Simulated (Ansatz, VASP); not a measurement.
ZnS in VASP and in Ansatz

```
Zn S
1.0
     0.00000    2.62007    2.88208
     2.62007    0.00000    2.88208
     2.62007    2.62007    0.00000
Zn S
1 1
Direct
  0.00000 0.00000 0.00000
  0.75000 0.75000 0.75000
```

Alike in both runs: task single point; functional PBE; k mesh 10 × 10 × 10; occupations gaussian, width 0.05 eV; no spin polarisation.

|  | VASP | Ansatz |
| --- | --- | --- |
| version | VASP 6.6.1 | Ansatz 0.2.0 |
| potentials or method | VASP PAW PBE potentials, release 64 (Zn, S) | scalar-relativistic, plane waves, PAW |
| plane-wave cutoff (eV) | 520 | 420 |
| valence electrons in the cell | 18 | 18 |

```csv
,VASP,Ansatz,Ansatz less VASP
gap on the k mesh at the Fermi level (eV),1.93,1.93,-0.005
least direct gap on the mesh (eV),1.93,1.93,-0.005
pressure (GPa),1.3,1.2,-0.16
largest component of the traceless stress (GPa),3.05,3.07,+0.022
```

A hybrid or GW would open this gap; PBE tends to underestimate it.
